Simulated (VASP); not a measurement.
A run of VASP 6.6.1:

INCAR

```
ALGO = Normal ; EDIFF = 1E-6
ENCUT = 520 ; GGA = PE
ISIF = 2 ; ISMEAR = -1
LASPH = T ; LCHARG = F
LREAL = F ; LWAVE = F
NBANDS = 30 ; NELM = 100
PREC = Accurate ; SIGMA = 0.05
```

The input KPOINTS:

```
k-points
0
Gamma
  5 5 5
```

File POSCAR:

```
CsPbCl3
1.0
    5.4905801394      0.0000000000      0.0000000000
    0.0000000000      5.4905801394      0.0000000000
    0.0000000000      0.0000000000      5.4905801394
Pb Cs Cl
1 1 3
Direct
    0.5000000000      0.5000000000      0.5000000000
    0.0000000000      0.0000000000      0.0000000000
    0.5000000000      0.0000000000      0.5000000000
    0.0000000000      0.5000000000      0.5000000000
    0.5000000000      0.5000000000      0.0000000000
```

Potentials or basis: VASP PAW PBE potentials, release 64 (Pb_d, Cs_sv, Cl).

Launch:

```console
$ cat potpaw_PBE.64/Pb_d/POTCAR potpaw_PBE.64/Cs_sv/POTCAR potpaw_PBE.64/Cl/POTCAR > POTCAR
$ mpirun -np 1 vasp_std > vasp.out
```

Hardware: 1 thread of Intel(R) Xeon(R) 6975P-C (Granite Rapids) (shared host).

Problem. How long does it take, and how much memory?

Solution. Wall time 32 s on 1 thread of Intel(R) Xeon(R) 6975P-C (Granite Rapids) (shared host), peak memory 0.27 GiB. Counts: scf iterations 13, k points 10.
